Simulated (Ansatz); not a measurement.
The system is CuO.

```xyz
4
Lattice="3.2880 0.0000 0.0000 -1.6440 2.8475 0.0000 0.0000 0.0000 5.3850" Properties=species:S:1:pos:R:3 pbc="T T T"
Cu    1.6440    0.9492    0.0000
Cu    0.0000    1.8983    2.6925
O     1.6440    0.9492    3.3667
O     0.0000    1.8983    0.6742
```

Measurements of this composition are mostly on another form, of space group No. 15.

- Program: Ansatz 0.2.0
- Task: relaxation of cell and atoms
- Functional: PBE
- Potentials or basis: Ansatz PAW
- Cutoff: 420 eV (not typed: the program's choice for these potentials)
- k mesh: 9 × 9 × 5
- Occupations: fermi-dirac, width 0.05 eV
- Spin: no spin polarisation

At the start: volume 12.60 Å³/atom.

Question: Where does the relaxation end?

Answer: It ends after 9 steps and the volume is 11.55 Å³/atom (-8.4 %); space group P6_3mc (No. 186, to 0.05 Å).

Step by step:
| step | energy change (eV) | largest force (eV/Å) | volume (Å³) |
| --- | --- | --- | --- |
| 1 | 0.0000 | 0.0742 | 50.42 |
| 2 | -0.0982 | 0.0941 | 48.49 |
| 3 | -0.1463 | 0.1374 | 46.15 |
| 4 | -0.1496 | 0.1101 | 46.15 |
| 5 | -0.1522 | 0.0680 | 46.28 |
| 6 | -0.1529 | 0.0018 | 46.32 |
| 7 | -0.1426 | 0.0019 | 46.32 |
| 8 | -0.1433 | 0.0002 | 46.19 |
| 9 | -0.1427 | 0.0003 | 46.19 |

Final structure:
```
CELL_PARAMETERS angstrom
3.14487 0.00000 0.00000
-1.57244 2.72354 0.00000
0.00000 0.00000 5.39220
ATOMIC_POSITIONS crystal
Cu 0.66667 0.33333 0.99129
Cu 0.33333 0.66667 0.49129
O 0.66667 0.33333 0.63391
O 0.33333 0.66667 0.13391
```

Caveat: the plane-wave basis is chosen anew once the cell has moved, so the energies of steps on either side of that aren't comparable; the pressure holds a Pulay correction of +0.6 GPa for the finite cutoff; the run has no spin polarisation, though such a crystal can be magnetic.
